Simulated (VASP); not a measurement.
# BaTiO3 (Barioperovskite) (Amm2) in VASP: a series of runs

One crystal, BaTiO3 (Barioperovskite), is run at these levels: PBEsol; tasks: relaxation of shape and atoms at fixed volume.

All numbers are computed with VASP 6.6.1; they aren't measurements. Logs are shortened: lines on timing, memory, paths and dates and some standing lists are left out, and cuts for length are marked.

### 1 The crystal as given

It takes space group Amm2 (No. 38, orthorhombic). The conventional cell has a = 3.960 Å, b = 5.682 Å, c = 5.705 Å, α = 90.00°, β = 90.00°, γ = 90.00°. Ba (site symmetry mm2) has 12 O at 2.76 to 2.94 Å as nearest neighbours. Ti (site symmetry mm2) has 4 O at 1.87 to 1.99 Å as nearest neighbours. O (site symmetry mm2) is surrounded by 2 Ti at 1.99 Å. Around O (site symmetry m) lie 1 Ti at 1.87 Å.

### 2 Relaxation of shape and atoms at fixed volume, PBEsol

Input file INCAR:

```
  PREC = Accurate
  ENCUT = 600
  EDIFF = 1E-7
  ISMEAR = 1
  SIGMA = 0.1
  LREAL = False
  LASPH = True
  NELM = 80
  ALGO = Normal
  ISIF = 4
  LWAVE = False
  LCHARG = False
  GGA = PS
  IBRION = 2
  NSW = 40
  EDIFFG = -0.01
  KPAR = 2
```

Input file KPOINTS:

```
regular mesh
0
Gamma
  10 10 10
```

Input file POSCAR:

```
BaTiO3                                  
1.0
    3.9599512670      0.0000000000      0.0000000000
    0.0000000000      2.8410273976      2.8523129487
    0.0000000000     -2.8410273976      2.8523129487
  Ba              Ti              O             
     1     1     3
Direct
     0.0000000000000000    0.0068107302017602    0.0068107302017602
     0.5000000000000000    0.5208048121548586    0.5208048121548586
     0.0000000000000000    0.4914929918453705    0.4914929918453705
     0.5000000000000000    0.4940483619510929    0.9837231038469222
     0.5000000000000000    0.9837231038469222    0.4940483619510929
```

Potentials or basis: VASP PAW PBE potentials, release 64 (Ba_sv, Ti_sv, O).

Launch:

```sh
$ cat potpaw_PBE.64/Ba_sv/POTCAR potpaw_PBE.64/Ti_sv/POTCAR potpaw_PBE.64/O/POTCAR > POTCAR
$ mpirun -np 2 vasp_std > vasp.out
```

OUTCAR:

```text
PREC = Accurate
   ENCUT = 600
   EDIFF = 1E-7
   ISMEAR = 1
   LREAL = False
   LASPH = True
   NELM = 80
   ISIF = 4
   GGA = PS
   IBRION = 2
   NSW = 40
   EDIFFG = -0.01

 ion  position               nearest neighbor table
   1  0.000  0.007  0.007-   3 2.76   4 2.79   5 2.79   4 2.79   5 2.79   3 2.84   3 2.84   5 2.86
                             4 2.86   5 2.86   4 2.86   3 2.94   2 3.41   2 3.41   2 3.46   2 3.46
   2  0.500  0.521  0.521-   4 1.87   5 1.87   3 1.99   3 1.99   5 2.17   4 2.17   1 3.41   1 3.41
                             1 3.46   1 3.46   1 3.46   1 3.46   1 3.54   1 3.54
   3  0.000  0.491  0.491-   2 1.99   2 1.99   1 2.76   1 2.84   1 2.84   1 2.94
   4  0.500  0.494  0.984-   2 1.87   2 2.17   1 2.79   1 2.79   1 2.86   1 2.86
   5  0.500  0.984  0.494-   2 1.87   2 2.17   1 2.79   1 2.79   1 2.86   1 2.86

  LATTYP: Found a base centered orthorhombic cell.
 ALAT       =     5.6820547952
 B/A-ratio  =     1.0039723486
 C/A-ratio  =     0.6969224004

  Lattice vectors:

 A1 = (   0.0000000000,   2.8410273976,  -2.8523129487)
 A2 = (   0.0000000000,   2.8410273976,   2.8523129487)
 A3 = (   3.9599512670,   0.0000000000,   0.0000000000)

Analysis of symmetry for initial positions (statically):
=====================================================================
 Subroutine PRICEL returns:
 Original cell was already a primitive cell.

 Routine SETGRP: Setting up the symmetry group for a
 base centered orthorhombic supercell.

 Subroutine GETGRP returns: Found  4 space group operations
 (whereof  4 operations were pure point group operations)
 out of a pool of  8 trial point group operations.

The static configuration has the point symmetry C_2v.

Analysis of symmetry for dynamics (positions and initial velocities):
=====================================================================
 Subroutine PRICEL returns:
 Original cell was already a primitive cell.

 Routine SETGRP: Setting up the symmetry group for a
 base centered orthorhombic supercell.

 Subroutine GETGRP returns: Found  4 space group operations
 (whereof  4 operations were pure point group operations)
 out of a pool of  8 trial point group operations.

The dynamic configuration has the point symmetry C_2v.

 Subroutine INISYM returns: Found  4 space group operations
 (whereof  4 operations are pure point group operations),
 and found     1 'primitive' translations

----------------------------------------------------------------------------------------

                                     Primitive cell

  volume of cell :      64.1789

  direct lattice vectors                    reciprocal lattice vectors
     3.959951267  0.000000000  0.000000000     0.252528360  0.000000000  0.000000000
     0.000000000  2.841027398  2.852312949     0.000000000  0.175992671  0.175296333
     0.000000000 -2.841027398  2.852312949     0.000000000 -0.175992671  0.175296333

  length of vectors
     3.959951267  4.025807476  4.025807476     0.252528360  0.248399325  0.248399325

  position of ions in fractional coordinates (direct lattice)
     0.000000000  0.006810730  0.006810730
     0.500000000  0.520804812  0.520804812
     0.000000000  0.491492992  0.491492992
     0.500000000  0.494048362  0.983723104
     0.500000000  0.983723104  0.494048362

  ion indices of the primitive-cell ions
   primitive index   ion index
                 1           1
                 2           2
                 3           3
                 4           4
                 5           5

----------------------------------------------------------------------------------------

 KPOINTS: regular mesh

Automatic generation of k-mesh.
 Grid dimensions read from file:
 generate k-points for:   10   10   10

 Generating k-lattice:

  Cartesian coordinates                     Fractional coordinates (reciprocal lattice)
     0.025252836  0.000000000  0.000000000     0.100000000  0.000000000  0.000000000
     0.000000000  0.017599267  0.017529633     0.000000000  0.100000000  0.000000000
     0.000000000 -0.017599267  0.017529633     0.000000000  0.000000000  0.100000000

  Length of vectors
     0.025252836  0.024839932  0.024839932

  Shift w.r.t. Gamma in fractional coordinates (k-lattice)
     0.000000000  0.000000000  0.000000000

 Subroutine IBZKPT returns following result:
 ===========================================

 Found    186 irreducible k-points:

 Following reciprocal coordinates:
            Coordinates               Weight
  0.000000  0.000000  0.000000      1.000000
  0.100000  0.000000  0.000000      2.000000
  0.200000  0.000000  0.000000      2.000000
  0.300000  0.000000  0.000000      2.000000
  0.400000  0.000000  0.000000      2.000000
  0.500000  0.000000  0.000000      1.000000
[... 16 lines left out ...]
  0.400000  0.300000 -0.000000      8.000000
  0.500000  0.300000 -0.000000      4.000000
 [... further k-points ...]
   k-points           NKPTS =    186   k-points in BZ     NKDIM =    186   number of bands    NBANDS=     24
   number of dos      NEDOS =    301   number of ions     NIONS =      5
   total plane-waves  NPLWV =  32768
   dimension x,y,z NGX =    32 NGY =   32 NGZ =   32
   dimension x,y,z NGXF=    64 NGYF=   64 NGZF=   64
   ions per type =               1   1   3
   NGX,Y,Z   is equivalent  to a cutoff of  13.43, 13.21, 13.21 a.u.
   NGXF,Y,Z  is equivalent  to a cutoff of  26.87, 26.43, 26.43 a.u.
 SYSTEM =  unknown system
   PREC   = accura    normal or accurate (medium, high low for compatibility)
   ISTART =      0    job   : 0-new  1-cont  2-samecut
   ICHARG =      2    charge: 1-file 2-atom 10-const
   ISPIN  =      1    spin polarized calculation?
   LNONCOLLINEAR =      F non collinear calculations
   LSORBIT =      F    spin-orbit coupling
   LASPH  =      T    aspherical Exc in radial PAW
   ENCUT  =  600.0 eV  44.10 Ry    6.64 a.u.   7.91  8.04  8.04*2*pi/ulx,y,z
   NELM   =     80;   NELMIN=  2; NELMDL= -5     # of ELM steps
   EDIFF  = 0.1E-06   stopping-criterion for ELM
   LREAL  =      F    real-space projection
   EDIFFG = -.1E-01   stopping-criterion for IOM
   NSW    =     40    number of steps for IOM
   IBRION =      2    ionic relax: 0-MD 1-quasi-New 2-CG
   NFREE  =      1    steps in history (QN), initial steepest desc. (CG)
   ISIF   =      4    stress and relaxation
   ISYM   =      2    0-nonsym 1-usesym 2-fastsym
   POTIM  = 0.5000    time-step for ionic-motion
   TEBEG  =    0.0;   TEEND  =   0.0 temperature during run
   PSTRESS=    0.0 pullay stress
   NELECT =      40.0000    total number of electrons
   NUPDOWN=      -1.0000    fix difference up-down
   EMIN   =  10.00;   EMAX   =-10.00  energy-range for DOS
   EFERMI =   0.00;   METHOD = LEGACY
   ISMEAR =     1;   SIGMA  =   0.10  broadening in eV -4-tet -1-fermi 0-gaus
   EFERMI_NEDOS =   21; number of points for ismear=-14 and -15
   IALGO  =     38    algorithm
   IMIX   =      4    mixing-type and parameters
     AMIX     =   0.40;   BMIX     =  1.00
     AMIX_MAG =   1.60;   BMIX_MAG =  1.00
  volume/ion in A,a.u.               =      12.84        86.62
  Fermi-wavevector in a.u.,A,eV,Ry     =   1.398398  2.642588 26.606410  1.955516
  Thomas-Fermi vector in A             =   2.521560
   LORBIT       =      0    0 simple, 1 ext, 2 COOP (PROOUT), +10 PAW based schemes
   GGA     = PS    functional components
   LHFCALC =     F    Hartree Fock is set to
   AEXX    =    0.0000 exact exchange contribution
   IVDW    =     0    specifies the selected vdW correction
   LEPSILON=     F    determine dielectric tensor
   LRPA    =     F    only Hartree local field effects (RPA)
 conjugate gradient relaxation of ions
 non-spin polarized calculation
 Methfessel and Paxton  Order N= 1 SIGMA  =   0.10
  energy-cutoff  :      600.00
  volume of cell :       64.18
 maximum number of plane-waves:      2184
 NGX is ok and might be reduce to    32
   NGX = 15   NGY = 17   NGZ = 17

 number of electron      39.9999992 magnetization

 Free energy of the ion-electron system (eV)
  ---------------------------------------------------
  ext. energy  EPLUGINS =         0.00000000
  ---------------------------------------------------
  free energy    TOTEN  =       -42.01277636 eV

  energy without entropy =      -42.01379084  energy(sigma->0) =      -42.01311452

 E-fermi :   3.6834     XC(G=0): -11.4976

 val. band max:        3.6787288909   @ k =   0.5000   0.5000   0.5000
 cond. band min:       5.7777905850   @ k =   0.0000   0.0000   0.0000
 fundamental gap:      2.0990616941
 Fermi energy:         3.6833507958

 k-point     1 :       0.0000    0.0000    0.0000
  band No.  band energies     occupation
      1     -52.4479      2.00000
      2     -28.8281      2.00000
      3     -28.8239      2.00000
      4     -28.7766      2.00000
      5     -21.1145      2.00000
      6     -13.1268      2.00000
[... 16 lines left out ...]
     23       6.0462      0.00000
     24       8.0450      0.00000

 k-point     2 :       0.1000    0.0000    0.0000
  band No.  band energies     occupation
      1     -52.4478      2.00000
      2     -28.8279      2.00000
      3     -28.8237      2.00000
      4     -28.7826      2.00000
      5     -21.1022      2.00000
      6     -13.1307      2.00000
[... 16 lines left out ...]
     23       6.1108      0.00000
     24       8.0841      0.00000

 k-point     3 :       0.2000    0.0000    0.0000
  band No.  band energies     occupation
      1     -52.4475      2.00000
      2     -28.8273      2.00000
      3     -28.8231      2.00000
      4     -28.7980      2.00000
      5     -21.0698      2.00000
      6     -13.1673      2.00000
[... 16 lines left out ...]
     23       6.4234      0.00000
     24       8.0798      0.00000

 k-point     4 :       0.3000    0.0000    0.0000
  band No.  band energies     occupation
      1     -52.4471      2.00000
      2     -28.8265      2.00000
      3     -28.8225      2.00000
      4     -28.8169      2.00000
      5     -21.0290      2.00000
      6     -13.2510      2.00000
[... 16 lines left out ...]
     23       6.9398      0.00000
     24       8.0685      0.00000

 k-point     5 :       0.4000    0.0000    0.0000
  band No.  band energies     occupation
      1     -52.4468      2.00000
      2     -28.8324      2.00000
      3     -28.8259      2.00000
      4     -28.8216      2.00000
      5     -20.9954      2.00000
      6     -13.3364      2.00000
[... 16 lines left out ...]
     23       7.3466      0.00000
     24       8.0464      0.00000

 k-point     6 :       0.5000    0.0000    0.0000
  band No.  band energies     occupation
      1     -52.4467      2.00000
      2     -28.8382      2.00000
      3     -28.8257      2.00000
      4     -28.8214      2.00000
      5     -20.9824      2.00000
      6     -13.3715      2.00000
[... 16 lines left out ...]
     23       7.5077      0.00000
     24       8.0288      0.00000
[... 379 lines left out ...]
 k-point    21 :       0.2000    0.3000   -0.0000
  band No.  band energies     occupation
      1     -52.4469      2.00000
      2     -28.8586      2.00000
      3     -28.8237      2.00000
      4     -28.7963      2.00000
      5     -21.0033      2.00000
      6     -13.1301      2.00000
[... 16 lines left out ...]
     23       7.0107      0.00000
     24       8.4842      0.00000

 k-point    22 :       0.3000    0.3000   -0.0000
  band No.  band energies     occupation
      1     -52.4465      2.00000
      2     -28.8575      2.00000
      3     -28.8230      2.00000
      4     -28.8150      2.00000
      5     -20.9715      2.00000
      6     -13.0542      2.00000
[... 16 lines left out ...]
     23       7.2334      0.00000
     24       8.5806      0.00000

 k-point    23 :       0.4000    0.3000   -0.0000
  band No.  band energies     occupation
      1     -52.4462      2.00000
      2     -28.8566      2.00000
      3     -28.8301      2.00000
      4     -28.8223      2.00000
      5     -20.9455      2.00000
      6     -13.0249      2.00000
[... 16 lines left out ...]
     23       7.4984      0.00000
     24       8.5893      0.00000

 k-point    24 :       0.5000    0.3000   -0.0000
  band No.  band energies     occupation
      1     -52.4461      2.00000
      2     -28.8562      2.00000
      3     -28.8358      2.00000
      4     -28.8221      2.00000
      5     -20.9355      2.00000
      6     -13.0223      2.00000
[... 16 lines left out ...]
     23       7.6163      0.00000
     24       8.5797      0.00000

 [... further k-points ...]

------------------------ aborting loop because EDIFF is reached ----------------------------------------

  FORCE on cell =-STRESS in cart. coord.  units (eV):
  Direction    XX          YY          ZZ          XY          YZ          ZX
  --------------------------------------------------------------------------------------
  -------------------------------------------------------------------------------------
  Total        0.0003861     -0.0049907     -0.0059751      0.0000000      0.0000000      0.0000000
  in kB        0.0096383     -0.1245896     -0.1491641      0.0000000      0.0000000      0.0000000
  external PRESSURE =      -0.0880384 kB  Pullay stress =       0.0000000 kB

 VOLUME and BASIS-vectors are now :
 -----------------------------------------------------------------------------
  energy-cutoff  :      600.00
  volume of cell :       64.18
      direct lattice vectors                 reciprocal lattice vectors
     3.959951267  0.000000000  0.000000000     0.252528360  0.000000000  0.000000000
     0.000000000  2.841027398  2.852312949     0.000000000  0.175992671  0.175296333
     0.000000000 -2.841027398  2.852312949     0.000000000 -0.175992671  0.175296333

 POSITION                                       TOTAL-FORCE (eV/Angst)
 -----------------------------------------------------------------------------------
      0.00000      0.00000      0.03885         0.000000     -0.000000     -0.001360
      1.97998      0.00000      2.97100         0.000000     -0.000000     -0.001571
      0.00000      0.00000      2.80378         0.000000     -0.000000     -0.000852
      1.97998     -1.39118      4.21507         0.000000     -0.000700      0.001892
      1.97998      1.39118      4.21507         0.000000      0.000700      0.001892
 -----------------------------------------------------------------------------------
    total drift:                                0.000000      0.000001      0.000508

  FREE ENERGIE OF THE ION-ELECTRON SYSTEM (eV)
  ---------------------------------------------------
  free  energy   TOTEN  =       -42.0127763592 eV

  energy  without entropy=      -42.0137908406  energy(sigma->0) =      -42.01311452

 reached required accuracy - stopping structural energy minimisation
```

It took 90 s on 2 MPI ranks of AMD EPYC 9R45 (Zen 5), shared host; peak memory 0.43 GiB.

Results:

```yaml
Free_energy: -42.0128 eV
Pressure_after_relaxing: 0.0 GPa
Band_gap_on_the_k_mesh: 2.10 eV, indirect (least direct gap 2.48 eV)
```

Forces in eV/Å, atoms in the order of the input:
```
Ba   0.000  0.000 -0.001
Ti   0.000  0.000 -0.002
O    0.000  0.000 -0.001
O    0.000 -0.001  0.002
O    0.000  0.001  0.002
```

Final structure:
```
CELL_PARAMETERS angstrom
3.95995 0.00000 0.00000
0.00000 2.84103 2.85231
0.00000 -2.84103 2.85231
ATOMIC_POSITIONS crystal
Ba 0.00000 0.00681 0.00681
Ti 0.50000 0.52080 0.52080
O 0.00000 0.49149 0.49149
O 0.50000 0.49405 0.98372
O 0.50000 0.98372 0.49405
```

Levels at points of the mesh, in eV from the valence-band top:
| k point | band 16 | band 17 | band 18 | band 19 | band 20 | band 21 | band 22 | band 23 | band 24 |
| --- | --- | --- | --- | --- | --- | --- | --- | --- | --- |
| (0.00, 0.00, 0.00) | -1.34 | -1.15 | -0.48 | -0.47 | -0.38 | 2.10 | 2.29 | 2.37 | 4.37 |
| (0.50, 0.00, 0.00) | -2.21 | -1.75 | -1.63 | -1.14 | -1.01 | 2.49 | 3.68 | 3.83 | 4.35 |
| (0.00, 0.50, 0.00) | -1.94 | -1.91 | -1.74 | -0.93 | -0.78 | 2.33 | 3.71 | 3.74 | 4.35 |
| (0.50, 0.50, 0.00) | -2.74 | -1.72 | -0.94 | -0.92 | -0.09 | 3.76 | 3.78 | 4.12 | 4.89 |
| (0.00, 0.50, 0.50) | -2.77 | -1.66 | -0.93 | -0.87 | -0.24 | 3.72 | 3.76 | 4.05 | 5.15 |
| (0.50, 0.50, 0.50) | -2.43 | -2.40 | -0.16 | -0.02 | 0.00 | 4.29 | 4.32 | 4.42 | 6.44 |

Caveat: the relaxation stopped at its first step, so nothing moved; the PAW data sets were made with another functional, which shifts forces and pressure a little; spin-orbit coupling is left out, which moves the levels of the heavy elements.

### 3 Relaxation of shape and atoms at fixed volume, PBEsol (a relaxed cell with its volume scaled by 1.02)

INCAR is that of step 2.

KPOINTS is that of step 2.

Edit POSCAR of step 2 so:

```diff
@@ -2,5 +2,5 @@
 1.0
-    3.9599512670      0.0000000000      0.0000000000
-    0.0000000000      2.8410273976      2.8523129487
-    0.0000000000     -2.8410273976      2.8523129487
+    3.9861768741      0.0000000000      0.0000000000
+    0.0000000000      2.8598426969      2.8712029889
+    0.0000000000     -2.8598426969      2.8712029889
   Ba              Ti              O
```

Potentials or basis: VASP PAW PBE potentials, release 64 (Ba_sv, Ti_sv, O).

Launch:

```sh
$ cat potpaw_PBE.64/Ba_sv/POTCAR potpaw_PBE.64/Ti_sv/POTCAR potpaw_PBE.64/O/POTCAR > POTCAR
$ mpirun -np 2 vasp_std > vasp.out
```

Wall time 6.3 min (2 MPI ranks of AMD EPYC 9R45 (Zen 5), shared host); peak memory 0.45 GiB.

The run converged. Its results:

| Property | Result |
| --- | --- |
| Free energy | -42.0062 eV |
| Energy gained by relaxing | 0.9 meV/atom |
| Ionic steps | 9 |
| Pressure after relaxing | -2.2 GPa |
| Largest force after relaxing | 0.005 eV/Å |
| Band gap on the k mesh | 2.19 eV, indirect (least direct gap 2.66 eV) |

Forces in eV/Å, atoms in the order of the input:
```
Ba   0.000  0.000  0.000
Ti   0.000  0.000 -0.005
O    0.000  0.000 -0.001
O    0.000  0.001  0.003
O    0.000 -0.001  0.003
```

The path:
```
step  energy change (eV)  largest force (eV/Å)  pressure (GPa)
   1              0.0000                0.1773           -3.29
   2             -0.0027                0.0746           -2.78
   3             -0.0031                0.0375           -2.52
   4             -0.0038                0.0375           -2.38
   5             -0.0041                0.0402           -2.24
   6             -0.0041                0.0407           -2.23
   7             -0.0043                0.0222           -2.23
   8             -0.0043                0.0142           -2.24
   9             -0.0043                0.0052           -2.20
```

Final structure:
```
Ba Ti O
1.0
     3.96756    0.00000    0.00000
     0.00000    2.86374    2.88075
     0.00000   -2.86374    2.88075
Ba Ti O
1 1 3
Direct
  0.00000 0.00867 0.00867
  0.50000 0.52423 0.52423
  0.00000 0.48999 0.48999
  0.50000 0.49379 0.98019
  0.50000 0.98019 0.49379
```

Levels at points of the mesh, in eV from the valence-band top:
```tsv
k point	band 18	band 19	band 20	band 21	band 22	band 23
(0.00, 0.00, 0.00)	-0.60	-0.55	-0.46	2.19	2.44	2.51
(0.50, 0.00, 0.00)	-1.56	-1.25	-1.10	2.61	3.65	3.85
(0.00, 0.50, 0.00)	-1.71	-1.00	-0.81	2.43	3.70	3.72
(0.50, 0.50, 0.00)	-0.97	-0.93	-0.08	3.75	3.78	4.10
(0.00, 0.50, 0.50)	-0.96	-0.87	-0.29	3.70	3.76	4.00
(0.50, 0.50, 0.50)	-0.21	-0.03	0.00	4.22	4.26	4.40
```

Caveat: the PAW data sets were made with another functional, which shifts forces and pressure a little; spin-orbit coupling is left out, which moves the levels of the heavy elements.
